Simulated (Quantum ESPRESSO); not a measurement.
HfN: phonon spectrum and thermodynamics under several settings

```xyz
2
Lattice="0.0000 2.2560 2.2560 2.2560 0.0000 2.2560 2.2560 2.2560 0.0000" Properties=species:S:1:pos:R:3 pbc="T T T"
Hf    0.0000    0.0000    0.0000
N     2.2560    2.2560    2.2560
```

All runs used Quantum ESPRESSO 7.5; k mesh 10 × 10 × 10; relaxed cell; no spin polarisation; cutoff 1143 eV; occupations cold, width 0.2 eV; q mesh 2 × 2 × 2.

```csv
level,potentials,volume (Å³/atom),highest frequency (cm⁻¹),zero-point energy (meV/atom),entropy at room temperature (k_B/atom)
LDA,PseudoDojo 0.4.1 SR LDA standard,10.99,554,62.1,2.63
PBE,PseudoDojo 0.4.1 SR PBE standard,?,?,?,?
PBEsol,PseudoDojo 0.4.1 SR PBEsol standard,11.37,528,59.3,2.73
```

Task: What stands in the row left open?

Result: Volume 11.73 Å³/atom; highest frequency 506 cm⁻¹; zero-point energy 56.5 meV/atom; entropy at room temperature 2.85 k_B/atom.

For the row left open. Caveat: the q mesh is small, so phonon branches between its points and thermal values are rough.
